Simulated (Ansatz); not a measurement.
# Mo: the cost of one run

Method: DFT PBE, scalar-relativistic, plane waves, PAW, in Ansatz 0.2.0.

The COD entry's cell or inner coordinates are ideal or old and differ from later refinements, so a difference from it is no clean test against experiment.

24 further runs of the same task are left out: 24 set aside as unsound or not needed.

## (1) The system as given

Symmetry: Im-3m, No. 229, cubic system. Conventional cell: a = 3.160 Å, b = 3.160 Å, c = 3.160 Å, α = 90.00°, β = 90.00°, γ = 90.00°. Around Mo (site symmetry m-3m) lie 8 Mo at 2.74 Å.

Structure file:

```
Mo
1.0
    -1.58023    1.58023    1.58023
     1.58023   -1.58023    1.58023
     1.58023    1.58023   -1.58023
Mo
1
Direct
  0.00000 0.00000 0.00000
```

It is the result of an earlier relaxation at this level (volume 15.78 Å³/atom; gap on the mesh: none (metal)).

## (2) The scan

The energy is mapped over volume and the cell's shape.

The axes are (1) volume per atom: 7 values from 13.26 to 18.31 Å³; (2) length along [111] over the lengths across it, relative to the cubic cell: 9 values from 0.452 to 2.211.

Nothing else is relaxed (symmetry fixes all fractional coordinates). Energies count from the relaxed crystal. Points are written as (first, second).

## (3) The run at (13.26 Å³, 2.211)

File input.yaml:

```yaml
crystal:
  lattice:
    - [-0.6824627329, 1.6065284892, 1.6065284892]
    - [1.6065284892, -0.6824627329, 1.6065284892]
    - [1.6065284892, 1.6065284892, -0.6824627329]
  atoms:
    - { symbol: Mo, position: [0.0, 0.0, 0.0] }
basis:
  ecutwfc: 420
kpoints:
  mp_grid: { grid: [22, 22, 22] }
hamiltonian:
  xc: pbe
  pseudopotentials: { kind: paw, azcp: { folder: soft_1 } }
scf:
  occupations: { method: gaussian, width: 0.15 }
output:
  forces: true
  stress: true
  eigenvalues: true
```

Launch:

```console
> ansatz run input.yaml --threads 1 --pin off --max-ram 2048MiB --backend cpu --events-out ev --progress --plain --runs-dir out
```

Q: Estimate wall time and peak memory on 1 thread of Arm Neoverse N1, shared host.

About 16 s, with a peak of 0.41 GiB.
